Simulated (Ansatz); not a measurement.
A run of Ansatz 0.2.0 is set up as follows.

input.yaml

```yaml
crystal:
  lattice:
    - [3.81369522, 0.0, 0.0]
    - [0.0, 3.81369522, 0.0]
    - [0.0, 0.0, 4.8869133]
  atoms:
    - { symbol: Sn, position: [0.5, 0.0, 0.76462614] }
    - { symbol: Sn, position: [0.0, 0.5, 0.23537386] }
    - { symbol: O, position: [0.0, 0.0, 0.0] }
    - { symbol: O, position: [0.5, 0.5, 0.0] }
hamiltonian:
  xc: pbesol
  pseudopotentials: { kind: paw }
kpoints:
  mp_grid: { grid: [5, 5, 5] }
scf:
  occupations: { method: fixed }
output:
  forces: true
  stress: true
elastic:
  mode: clamped_ion
  stencil: two_point
```

Potentials or basis: Ansatz PAW.

Launch:

```sh
$ ansatz run input.yaml --threads 2 --pin off --max-ram 5632MiB --backend cpu --events-out ev --progress --plain --runs-dir out
```

Task: Estimate the Voigt bulk modulus.

Result: 93 GPa.

Task: What does it give for the band gap on the k mesh?

Result: 0.54 eV, indirect (least direct gap 2.02 eV).

Task: Predict the pressure.

Result: -0.5 GPa.

Elastic tensor in Voigt notation (GPa, ions clamped, in the Cartesian axes of the cell as first typed):
```
154  89  61   0   0   0
 89 154  61   0   0   0
 61  61 109   0   0   0
  0   0   0  50   0   0
  0   0   0   0  50   0
  0   0   0   0   0  82
```

Caveat: odd divisions of the mesh miss points on the zone boundary, where band edges often lie, so the gap on the mesh can be too wide; the pressure holds a Pulay correction of +0.5 GPa for the finite cutoff; spin-orbit coupling is left out, which moves the levels of the heavy elements; the PAW data sets come from PBE, with cores solved anew for the run's functional, which leaves a small shift of forces and pressure. Expect the measured gap to be larger: semilocal functionals such as PBEsol lack the derivative discontinuity.
